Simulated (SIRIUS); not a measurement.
Crystal: C.

```xyz
1
Lattice="4.2552 0.0000 0.0000 0.0000 4.2552 0.0000 0.0000 0.0000 1.2823" Properties=species:S:1:pos:R:3 pbc="T T T"
C     2.1276    2.1276    0.6411
```

The cell was built by a generator and needn't be a form met in nature.

Base run:

```yaml
Program: SIRIUS 7.10.0
Functional: BLYP
Potentials_or_basis: PseudoDojo 0.4.1 PBE standard (scalar relativistic)
Cutoff: 1127 eV
Density_cutoff: 4507 eV
k_mesh: 6 × 6 × 20
Occupations: fermi-dirac, width 0.05 eV
Spin: no spin polarisation
```

Its results: band gap on the k mesh none (metal or under the smearing width); pressure 1.2 GPa.

Question: The run is repeated on the same cell with these changes: functional from BLYP to PW91; libxc names from ["XC_GGA_X_B88", "XC_GGA_C_LYP"] to ["XC_GGA_X_PW91", "XC_GGA_C_PW91"]. What comes out?

Answer: Band gap on the k mesh none (metal or under the smearing width); pressure 0.0 GPa.

Caveats: the potentials were made for another functional, which shifts forces and pressure.

Not every run made on this cell is shown here.
